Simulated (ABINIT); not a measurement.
The system is V.

```
V
1.0
    -1.51435    1.51435    1.51435
     1.51435   -1.51435    1.51435
     1.51435    1.51435   -1.51435
V
1
Direct
  0.00000 0.00000 0.00000
```

Base run:

```yaml
Program: ABINIT 10.8.3 (patched build)
Functional: PBEsol
Potentials_or_basis: JTH PAW PBE v2.0
Cutoff: 408 eV
k_mesh: 16 × 16 × 16
Occupations: fermi-dirac, width 0.05 eV
Spin: collinear spin, ferromagnetic start
Starting_moments: "[2.0] μB"
```

Its results: band gap on the k mesh none (metal or under the smearing width); pressure -11.1 GPa; net moment 0.00 μB per cell.

Q: The run is repeated on the same cell with these changes: k mesh from 16 × 16 × 16 to 5 × 5 × 5. What comes out?

A: Band gap on the k mesh none (metal or under the smearing width); pressure -9.5 GPa; net moment 0.21 μB per cell; site moments V +0.17 μB.

Caveats: some runs use coarse meshes; the PAW data sets were made with another functional, which shifts forces and pressure a little.
